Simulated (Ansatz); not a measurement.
# AlSb under a change: strain tensor (xx, yy, zz, yz, xz, xy) = (+1.38, −2.31, +0.54, −0.42, −0.06, −1.03) %

The reference is AlSb in the zinc blende structure (space group F-43m, No. 216; a = 6.177 Å). Axes: x, y, z lie along the cube axes.

The change: the symmetric strain tensor [0.0138 -0.0103 -0.0006; -0.0103 -0.0231 -0.0042; -0.0006 -0.0042 0.0054], atoms relaxed at fixed cell.

Computed with r2SCAN (Ansatz, a quantum-chemistry and plane-wave program; PAW; 500 eV plane waves; no spin-orbit coupling). k-mesh 13×13×13 (Γ-centred); smearing 0.05 eV (Fermi–Dirac).

Volume per atom: 29.33 Å³ (base 29.46 Å³)
Space group: P1 (No. 1) (base F-43m (No. 216))
Energy relative to the base (free energy F): +5.1 meV/atom
Band gap: 1.20 eV (base 1.51 eV)
Gap character: indirect, Γ → Γ–V (85 % along)
Smallest direct gap: 1.88 eV (base 2.03 eV)
Valence-band top at Γ (three highest levels, from the VBM): 0.00, -0.19, -0.26 eV (base 0.00, 0.00, 0.00 eV)
Valley order (the lowest conduction-band minima on the path, energy above the VBM, named in the base's zone): a point along [010], about 0.9 Å⁻¹ from Γ 1.20 eV; X along [001] 1.34 eV; L along [111] 1.40 eV; a point along [100], about 0.9 Å⁻¹ from Γ 1.43 eV; Γ 1.88 eV (base a point along ⟨100⟩, about 0.9 Å⁻¹ from Γ 1.51 eV; L along ⟨111⟩ 1.69 eV; Γ 2.03 eV)
Largest internal atomic displacement: 0.010 Å
Stress (xx, yy, zz, yz, xz, xy; compression positive): (-0.45, 1.17, -0.04, 0.36, 0.04, 0.86) GPa

Final structure:

```xyz
2
Lattice="-0.0334 3.0043 3.0923 3.1295 -0.0446 3.1036 3.0996 2.9856 -0.0147" Properties=species:S:1:pos:R:3 pbc="T T T"
Sb     4.6430     4.4583     4.6266
Al     0.0039     0.0007     0.0094
```

Spin-orbit coupling, missing from the scalar runs, can matter with Sb. No phonon test of stability was made. Labels are those of the standard path for the cell's own space group.
